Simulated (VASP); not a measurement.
Crystal: PbSe (Clausthalite).

```
Pb Se
1.0
     0.00000    3.06065    3.06065
     3.06065    0.00000    3.06065
     3.06065    3.06065    0.00000
Pb Se
1 1
Direct
  0.00000 0.00000 0.00000
  0.50000 0.50000 0.50000
```

- Program: VASP 6.6.1
- Task: relaxation of cell and atoms
- Functional: r2SCAN
- Potentials or basis: VASP PAW PBE potentials, release 64 (Pb_d, Se)
- Cutoff: 600 eV
- k mesh: 8 × 8 × 8
- Occupations: gaussian, width 0.03 eV
- Spin: no spin polarisation

At the start: pressure 1.5 GPa; volume 28.67 Å³/atom.

Task: Where does the relaxation end?

Result: Over 3 steps the energy falls by 3.8 meV/atom and the volume is 29.48 Å³/atom (+2.8 %); space group Fm-3m (No. 225, to 0.05 Å).

Step by step:
| step | energy change (eV) | largest force (eV/Å) | pressure (GPa) | volume (Å³) |
| --- | --- | --- | --- | --- |
| 1 | 0.0000 | 0.0000 | 1.55 | 57.34 |
| 2 | -0.0063 | 0.0000 | -0.60 | 59.67 |
| 3 | -0.0076 | 0.0000 | 0.01 | 58.97 |

Final structure:
```
CELL_PARAMETERS angstrom
0.00000 3.08926 3.08926
3.08926 0.00000 3.08926
3.08926 3.08926 0.00000
ATOMIC_POSITIONS crystal
Pb 0.00000 0.00000 0.00000
Se 0.50000 0.50000 0.50000
```

Caveat: the PAW data sets were made with another functional, which shifts forces and pressure a little.
